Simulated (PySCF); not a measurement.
# C4H2O3: the cost of one run

Programs: PySCF 2.14.0, with routines of our own; each step states its level. All values are computed. Atoms count from 0.

### Step 1. The system as given

9 atoms, charge 0, multiplicity 1; geometry from: GFN2-xTB.

### Step 2. Geometry optimisation at CAM-B3LYP/6-31G*

What the job is given:

```
{"job": {"xc": "CAM-B3LYP", "basis": "6-31G*", "grid": 1, "kind": "geom"}, "charge": 0, "multiplicity": 1}
O     -2.210301    -1.088095    -0.216330
C     -1.111927    -0.637851    -0.280425
C     -0.675495     0.768841    -0.515294
C      0.653560     0.791816    -0.505505
C      1.134991    -0.599072    -0.262173
O      2.247021    -1.010920    -0.178398
O      0.023948    -1.394586    -0.138889
H     -1.381313     1.564370    -0.658047
H      1.333078     1.611491    -0.638989
```

The run is started by

```console
$ OMP_NUM_THREADS=1 python excited_run.py task.json out
```

This one command runs all jobs of the session in turn.

Q: Estimate the wall time and peak memory of this first job on 1 thread of Arm Neoverse V1, shared host.

About 18 s, with a peak of 0.47 GiB.
